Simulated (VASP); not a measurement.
# SnTe (Fm-3m) in VASP: a series of runs

One crystal, SnTe, is run at these levels: PBEsol, LDA, PBE; tasks: relaxation of cell and atoms.

All numbers are computed with VASP 6.6.1; they aren't measurements. Logs are shortened: lines on timing, memory, paths and dates and some standing lists are left out, and cuts for length are marked.

## Step 1: The crystal as given

It takes space group Fm-3m (No. 225, cubic). Conventional cell: a = 6.372 Å, b = 6.372 Å, c = 6.372 Å, α = 90.00°, β = 90.00°, γ = 90.00°. Around Sn (site symmetry m-3m) lie 6 Te at 3.19 Å. Around Te (site symmetry m-3m) lie 6 Sn at 3.19 Å.

The cell is a database's computed one.

## Step 2: Relaxation of cell and atoms, PBEsol

INCAR reads:

```
SYSTEM = SnTe
ALGO     = Fast           ! electronic algorithm
EDIFF    = 1E-7           ! SCF threshold, eV
EDIFFG   = -0.005         ! ionic threshold
ENCUT    = 600            ! plane-wave cutoff, eV
GGA      = PS             ! functional
IBRION   = 2              ! ionic algorithm
ISIF     = 3              ! what is computed and relaxed
ISMEAR   = 0              ! smearing method
LASPH    = .TRUE.         ! aspherical terms in the spheres
LCHARG   = .FALSE.        ! write CHGCAR
LREAL    = .FALSE.        ! projectors in reciprocal space
LWAVE    = .FALSE.        ! write WAVECAR
NELM     = 100            ! most SCF steps
NSW      = 90             ! ionic steps
PREC     = Accurate       ! precision mode
SIGMA    = 0.1            ! smearing width, eV
```

KPOINTS reads:

```
k-points
0
G
  12 12 12
  0 0 0
```

POSCAR reads:

```
SnTe
1.0
    0.0000000000      3.1858130700      3.1858130700
    3.1858130700      0.0000000000      3.1858130700
    3.1858130700      3.1858130700      0.0000000000
Sn Te
1 1
Direct
    0.0000000000      0.0000000000      0.0000000000
    0.5000000000      0.5000000000      0.5000000000
```

Potentials or basis: VASP PAW PBE potentials, release 64 (Sn_d, Te).

Command:

```
$ cat potpaw_PBE.64/Sn_d/POTCAR potpaw_PBE.64/Te/POTCAR > POTCAR
$ mpirun -np 1 vasp_std > vasp.out
```

OUTCAR:

```text
SYSTEM = SnTe
   EDIFF = 1E-7
   EDIFFG = -0.005
   ENCUT = 600
   GGA = PS
   IBRION = 2
   ISIF = 3
   ISMEAR = 0
   LASPH = .TRUE.
   LREAL = .FALSE.
   NELM = 100
   NSW = 90
   PREC = Accurate

 ion  position               nearest neighbor table
   1  0.000  0.000  0.000-   2 3.19   2 3.19   2 3.19   2 3.19   2 3.19   2 3.19
   2  0.500  0.500  0.500-   1 3.19   1 3.19   1 3.19   1 3.19   1 3.19   1 3.19

  LATTYP: Found a face centered cubic cell.
 ALAT       =     6.3716261400

  Lattice vectors:

 A1 = (   0.0000000000,   3.1858130700,   3.1858130700)
 A2 = (   3.1858130700,   0.0000000000,   3.1858130700)
 A3 = (   3.1858130700,   3.1858130700,   0.0000000000)

Analysis of symmetry for initial positions (statically):
=====================================================================
 Subroutine PRICEL returns:
 Original cell was already a primitive cell.

 Routine SETGRP: Setting up the symmetry group for a
 face centered cubic supercell.

 Subroutine GETGRP returns: Found 48 space group operations
 (whereof 48 operations were pure point group operations)
 out of a pool of 48 trial point group operations.

The static configuration has the point symmetry O_h .

Analysis of symmetry for dynamics (positions and initial velocities):
=====================================================================
 Subroutine PRICEL returns:
 Original cell was already a primitive cell.

 Routine SETGRP: Setting up the symmetry group for a
 face centered cubic supercell.

 Subroutine GETGRP returns: Found 48 space group operations
 (whereof 48 operations were pure point group operations)
 out of a pool of 48 trial point group operations.

The dynamic configuration has the point symmetry O_h .

 Subroutine INISYM returns: Found 48 space group operations
 (whereof 48 operations are pure point group operations),
 and found     1 'primitive' translations

----------------------------------------------------------------------------------------

                                     Primitive cell

  volume of cell :      64.6682

  direct lattice vectors                    reciprocal lattice vectors
     0.000000000  3.185813070  3.185813070    -0.156945806  0.156945806  0.156945806
     3.185813070  0.000000000  3.185813070     0.156945806 -0.156945806  0.156945806
     3.185813070  3.185813070  0.000000000     0.156945806  0.156945806 -0.156945806

  length of vectors
     4.505420051  4.505420051  4.505420051     0.271838110  0.271838110  0.271838110

  position of ions in fractional coordinates (direct lattice)
     0.000000000  0.000000000  0.000000000
     0.500000000  0.500000000  0.500000000

  ion indices of the primitive-cell ions
   primitive index   ion index
                 1           1
                 2           2

----------------------------------------------------------------------------------------

 KPOINTS: k-points

Automatic generation of k-mesh.
 Grid dimensions read from file:
 generate k-points for:   12   12   12

 Generating k-lattice:

  Cartesian coordinates                     Fractional coordinates (reciprocal lattice)
    -0.013078817  0.013078817  0.013078817     0.083333333  0.000000000  0.000000000
     0.013078817 -0.013078817  0.013078817     0.000000000  0.083333333  0.000000000
     0.013078817  0.013078817 -0.013078817     0.000000000  0.000000000  0.083333333

  Length of vectors
     0.022653176  0.022653176  0.022653176

  Shift w.r.t. Gamma in fractional coordinates (k-lattice)
     0.000000000  0.000000000  0.000000000

 Subroutine IBZKPT returns following result:
 ===========================================

 Found     72 irreducible k-points:

 Following reciprocal coordinates:
            Coordinates               Weight
  0.000000  0.000000  0.000000      1.000000
  0.083333  0.000000  0.000000      8.000000
  0.166667  0.000000  0.000000      8.000000
  0.250000  0.000000  0.000000      8.000000
  0.333333  0.000000  0.000000      8.000000
  0.416667  0.000000  0.000000      8.000000
[... 16 lines left out ...]
  0.500000  0.166667  0.000000     24.000000
 -0.416667  0.166667  0.000000     24.000000
 [... further k-points ...]
   k-points           NKPTS =     72   k-points in BZ     NKDIM =     72   number of bands    NBANDS=     14
   number of dos      NEDOS =    301   number of ions     NIONS =      2
   total plane-waves  NPLWV =  46656
   dimension x,y,z NGX =    36 NGY =   36 NGZ =   36
   dimension x,y,z NGXF=    72 NGYF=   72 NGZF=   72
   ions per type =               1   1
   NGX,Y,Z   is equivalent  to a cutoff of  13.28, 13.28, 13.28 a.u.
   NGXF,Y,Z  is equivalent  to a cutoff of  26.57, 26.57, 26.57 a.u.
 SYSTEM =  SnTe
   PREC   = accura    normal or accurate (medium, high low for compatibility)
   ISTART =      0    job   : 0-new  1-cont  2-samecut
   ICHARG =      2    charge: 1-file 2-atom 10-const
   ISPIN  =      1    spin polarized calculation?
   LNONCOLLINEAR =      F non collinear calculations
   LSORBIT =      F    spin-orbit coupling
   LASPH  =      T    aspherical Exc in radial PAW
   ENCUT  =  600.0 eV  44.10 Ry    6.64 a.u.   9.00  9.00  9.00*2*pi/ulx,y,z
   NELM   =    100;   NELMIN=  2; NELMDL= -5     # of ELM steps
   EDIFF  = 0.1E-06   stopping-criterion for ELM
   LREAL  =      F    real-space projection
   EDIFFG = -.5E-02   stopping-criterion for IOM
   NSW    =     90    number of steps for IOM
   IBRION =      2    ionic relax: 0-MD 1-quasi-New 2-CG
   NFREE  =      1    steps in history (QN), initial steepest desc. (CG)
   ISIF   =      3    stress and relaxation
   ISYM   =      2    0-nonsym 1-usesym 2-fastsym
   POTIM  = 0.5000    time-step for ionic-motion
   TEBEG  =    0.0;   TEEND  =   0.0 temperature during run
   PSTRESS=    0.0 pullay stress
   NELECT =      20.0000    total number of electrons
   NUPDOWN=      -1.0000    fix difference up-down
   EMIN   =  10.00;   EMAX   =-10.00  energy-range for DOS
   EFERMI =   0.00;   METHOD = LEGACY
   ISMEAR =     0;   SIGMA  =   0.10  broadening in eV -4-tet -1-fermi 0-gaus
   EFERMI_NEDOS =   21; number of points for ismear=-14 and -15
   IALGO  =     68    algorithm
   IMIX   =      4    mixing-type and parameters
     AMIX     =   0.40;   BMIX     =  1.00
     AMIX_MAG =   1.60;   BMIX_MAG =  1.00
  volume/ion in A,a.u.               =      32.33       218.20
  Fermi-wavevector in a.u.,A,eV,Ry     =   1.107103  2.092121 16.676337  1.225676
  Thomas-Fermi vector in A             =   2.243612
   LORBIT       =      0    0 simple, 1 ext, 2 COOP (PROOUT), +10 PAW based schemes
   GGA     = PS    functional components
   LHFCALC =     F    Hartree Fock is set to
   AEXX    =    0.0000 exact exchange contribution
   IVDW    =     0    specifies the selected vdW correction
   LEPSILON=     F    determine dielectric tensor
   LRPA    =     F    only Hartree local field effects (RPA)
 conjugate gradient relaxation of ions
 non-spin polarized calculation
 RMM-DIIS sequential band-by-band and
 Gauss-broadening in eV      SIGMA  =   0.10
  energy-cutoff  :      600.00
  volume of cell :       64.67
 maximum number of plane-waves:      2180
   NGX = 17   NGY = 17   NGZ = 17

--------------------------------------- Ionic step        1  -------------------------------------------

 number of electron      20.0000002 magnetization

 Free energy of the ion-electron system (eV)
  ---------------------------------------------------
  ext. energy  EPLUGINS =         0.00000000
  ---------------------------------------------------
  free energy    TOTEN  =        -8.32642096 eV

  energy without entropy =       -8.32617341  energy(sigma->0) =       -8.32629718

------------------------ aborting loop because EDIFF is reached ----------------------------------------

  FORCE on cell =-STRESS in cart. coord.  units (eV):
  Direction    XX          YY          ZZ          XY          YZ          ZX
  --------------------------------------------------------------------------------------
  -------------------------------------------------------------------------------------
  Total       -0.6740456     -0.6740456     -0.6740456     -0.0000000      0.0000000      0.0000000
  in kB      -16.6997127    -16.6997127    -16.6997127     -0.0000000      0.0000000      0.0000000
  external PRESSURE =     -16.6997127 kB  Pullay stress =       0.0000000 kB
[... 57 lines left out ...]
  energy  without entropy=       -8.3385729329  energy(sigma->0) =       -8.33862898

--------------------------------------- Ionic step        3  -------------------------------------------

 number of electron      19.9999998 magnetization

 Free energy of the ion-electron system (eV)
  ---------------------------------------------------
  ext. energy  EPLUGINS =         0.00000000
  ---------------------------------------------------
  free energy    TOTEN  =        -8.33970739 eV

  energy without entropy =       -8.33956513  energy(sigma->0) =       -8.33963626

 E-fermi :   6.9003     XC(G=0):  -9.6775

 val. band max:        6.8213257722   @ k =   0.5000   0.0000   0.0000
 cond. band min:       6.9800448375   @ k =   0.5000   0.0000   0.0000
 fundamental gap:      0.1587190654
 Fermi energy:         6.9002541602

 k-point     1 :       0.0000    0.0000    0.0000
  band No.  band energies     occupation
      1     -14.9079      2.00000
      2     -14.9079      2.00000
      3     -14.9008      2.00000
      4     -14.9008      2.00000
      5     -14.9008      2.00000
      6      -5.9862      2.00000
      7       2.1864      2.00000
      8       4.7283      2.00000
      9       4.7283      2.00000
     10       4.7283      2.00000
     11      10.2200      0.00000
     12      10.2200      0.00000
     13      10.2208      0.00000
     14      11.5813      0.00000
[... 375 lines left out ...]
 k-point    24 :      -0.4167    0.1667    0.0000
  band No.  band energies     occupation
      1     -14.9153      2.00000
      2     -14.9117      2.00000
      3     -14.8981      2.00000
      4     -14.8946      2.00000
      5     -14.8932      2.00000
      6      -4.5816      2.00000
      7      -1.2675      2.00000
      8       3.3208      2.00000
      9       4.5605      2.00000
     10       5.4867      2.00000
     11       7.9952      0.00000
     12       8.1131      0.00000
     13       9.9707      0.00000
     14      13.3484      0.00000

 [... further k-points ...]

------------------------ aborting loop because EDIFF is reached ----------------------------------------

  FORCE on cell =-STRESS in cart. coord.  units (eV):
  Direction    XX          YY          ZZ          XY          YZ          ZX
  --------------------------------------------------------------------------------------
  -------------------------------------------------------------------------------------
  Total        0.0025231      0.0025231      0.0025231     -0.0000000     -0.0000000      0.0000000
  in kB        0.0649800      0.0649800      0.0649800     -0.0000000     -0.0000000      0.0000000
  external PRESSURE =       0.0649800 kB  Pullay stress =       0.0000000 kB
[... 17 lines left out ...]
  FREE ENERGIE OF THE ION-ELECTRON SYSTEM (eV)
  ---------------------------------------------------
  free  energy   TOTEN  =        -8.3397073902 eV

  energy  without entropy=       -8.3395651281  energy(sigma->0) =       -8.33963626

 reached required accuracy - stopping structural energy minimisation
```

Wall time 73 s (1 thread of Intel Xeon 6975P-C (Granite Rapids), shared host); peak memory 0.27 GiB.

Results:

```yaml
Free_energy: -8.3397 eV
Relaxed_volume: 31.11 Å³/atom
Relaxed_cell: a = 4.448 Å, b = 4.448 Å, c = 4.448 Å, α = 60.00°, β = 60.00°, γ = 60.00°
Space_group_after_relaxing_to_0.05_Å: Fm-3m (No. 225)
Energy_gained_by_relaxing: 6.6 meV/atom
Ionic_steps: 3
Pressure_after_relaxing: 0.0 GPa
Band_gap_on_the_k_mesh: 0.16 eV, direct
```

The path:
| step | energy change (eV) | largest force (eV/Å) | pressure (GPa) | volume (Å³) |
| --- | --- | --- | --- | --- |
| 1 | 0.0000 | 0.0000 | -1.67 | 64.67 |
| 2 | -0.0123 | 0.0000 | 0.51 | 61.56 |
| 3 | -0.0133 | 0.0000 | 0.01 | 62.21 |

Final structure:
```yaml
crystal:
  lattice:
    - [0.00000, 3.14493, 3.14493]
    - [3.14493, 0.00000, 3.14493]
    - [3.14493, 3.14493, 0.00000]
  atoms:
    - { symbol: Sn, position: [0.00000, 0.00000, 0.00000] }
    - { symbol: Te, position: [0.50000, 0.50000, 0.50000] }
```

Caveat: the PAW data sets were made with another functional, which shifts forces and pressure a little; spin-orbit coupling is left out, which moves the levels of the heavy elements. A k mesh can miss the band edges.

## Step 3: Relaxation of cell and atoms, LDA

Changes to INCAR since step 2:

```diff
@@ -5,3 +5,3 @@
 ENCUT    = 600            ! plane-wave cutoff, eV
-GGA      = PS             ! functional
+GGA      = CA             ! functional
 IBRION   = 2              ! ionic algorithm
```

KPOINTS is that of step 2.

POSCAR is that of step 2.

Potentials or basis: VASP PAW LDA potentials, release 64 (Sn_d, Te).

Command:

```
$ cat potpaw_LDA.64/Sn_d/POTCAR potpaw_LDA.64/Te/POTCAR > POTCAR
$ mpirun -np 1 vasp_std > vasp.out
```

Wall time 70 s (1 thread of Intel Xeon 6975P-C (Granite Rapids), shared host); peak memory 0.24 GiB.

It converged, with:

```
Free energy                            : -8.8329 eV
Relaxed volume                         : 30.36 Å³/atom
Relaxed cell                           : a = 4.412 Å, b = 4.412 Å, c = 4.412 Å, α = 60.00°, β = 60.00°, γ = 60.00°
Space group after relaxing (to 0.05 Å) : Fm-3m (No. 225)
Energy gained by relaxing              : 18.0 meV/atom
Ionic steps                            : 3
Pressure after relaxing                : 0.0 GPa
Band gap on the k mesh                 : 0.21 eV, direct
```

Step by step:
| step | energy change (eV) | largest force (eV/Å) | pressure (GPa) | volume (Å³) |
| --- | --- | --- | --- | --- |
| 1 | 0.0000 | 0.0000 | -2.75 | 64.67 |
| 2 | -0.0327 | 0.0000 | 0.98 | 59.61 |
| 3 | -0.0361 | 0.0000 | 0.00 | 60.71 |

Final structure:
```yaml
crystal:
  lattice:
    - [0.00000, 3.11950, 3.11950]
    - [3.11950, 0.00000, 3.11950]
    - [3.11950, 3.11950, 0.00000]
  atoms:
    - { symbol: Sn, position: [0.00000, 0.00000, 0.00000] }
    - { symbol: Te, position: [0.50000, 0.50000, 0.50000] }
```

Levels at points of the mesh, in eV from the valence-band top:
```csv
k point,band 6,band 7,band 8,band 9,band 10,band 11,band 12,band 13,band 14
"(0.00, 0.00, 0.00)",-12.97,-4.60,-2.14,-2.14,-2.14,3.42,3.42,3.42,4.79
"(0.50, 0.00, 0.00)",-11.62,-8.48,-1.77,-1.77,0.00,0.21,0.36,0.36,7.87
"(0.50, 0.50, 0.00)",-11.29,-6.51,-5.71,-3.80,-3.80,2.13,5.07,5.07,6.60
```

Caveat: spin-orbit coupling is left out, which moves the levels of the heavy elements. A k mesh can miss the band edges.

## Step 4: Relaxation of cell and atoms, PBE

Changes to INCAR since step 3:

```diff
@@ -5,3 +5,3 @@
 ENCUT    = 600            ! plane-wave cutoff, eV
-GGA      = CA             ! functional
+GGA      = PE             ! functional
 IBRION   = 2              ! ionic algorithm
```

KPOINTS is that of step 3.

POSCAR is that of step 3.

Potentials or basis: VASP PAW PBE potentials, release 64 (Sn_d, Te).

Command:

```
$ cat potpaw_PBE.64/Sn_d/POTCAR potpaw_PBE.64/Te/POTCAR > POTCAR
$ mpirun -np 1 vasp_std > vasp.out
```

Wall time 69 s (1 thread of Intel Xeon 6975P-C (Granite Rapids), shared host); peak memory 0.28 GiB.

It converged, with:

```yaml
Free_energy: -7.5655 eV
Relaxed_volume: 32.91 Å³/atom
Relaxed_cell: a = 4.532 Å, b = 4.532 Å, c = 4.532 Å, α = 60.00°, β = 60.00°, γ = 60.00°
Space_group_after_relaxing_to_0.05_Å: Fm-3m (No. 225)
Energy_gained_by_relaxing: 1.3 meV/atom
Ionic_steps: 3
Pressure_after_relaxing: 0.0 GPa
Band_gap_on_the_k_mesh: 0.05 eV, direct
```

Step by step:
```
step  energy change (eV)  largest force (eV/Å)  pressure (GPa)  volume (Å³)
   1              0.0000                0.0000            0.74        64.67
   2             -0.0025                0.0000           -0.16        66.08
   3             -0.0026                0.0000            0.00        65.81
```

Final structure:
```
CELL_PARAMETERS angstrom
0.00000 3.20448 3.20448
3.20448 0.00000 3.20448
3.20448 3.20448 0.00000
ATOMIC_POSITIONS crystal
Sn 0.00000 0.00000 0.00000
Te 0.50000 0.50000 0.50000
```

Levels at points of the mesh, in eV from the valence-band top:
```csv
k point,band 6,band 7,band 8,band 9,band 10,band 11,band 12,band 13,band 14
"(0.00, 0.00, 0.00)",-12.43,-4.86,-2.00,-2.00,-2.00,3.25,3.25,3.25,4.85
"(0.50, 0.00, 0.00)",-11.28,-8.07,-1.68,-1.68,0.00,0.05,0.45,0.45,7.67
"(0.50, 0.50, 0.00)",-11.02,-6.43,-5.22,-3.50,-3.50,2.38,4.69,4.69,6.02
```

Caveat: spin-orbit coupling is left out, which moves the levels of the heavy elements. A k mesh can miss the band edges.

## Step 5: Summary

```csv
level,potentials or basis,gap on the mesh (eV),pressure (GPa),relaxed volume (Å³/atom)
PBEsol,"VASP PAW PBE potentials, release 64 (Sn_d, Te)",0.16,0.0,31.11
LDA,"VASP PAW LDA potentials, release 64 (Sn_d, Te)",0.21,0.0,30.36
PBE,"VASP PAW PBE potentials, release 64 (Sn_d, Te)",0.05,0.0,32.91
```

Alike in all rows: task relaxation of cell and atoms; no spin polarisation; cell relaxed; k mesh 12 × 12 × 12; cutoff (eV) 600; smearing gaussian 0.1 eV.

Caveats: spin-orbit coupling is left out, which moves the levels of the heavy elements; the PAW data sets were made with another functional, which shifts forces and pressure a little (some runs).

Absolute energies hang on the potentials; compare differences alone.
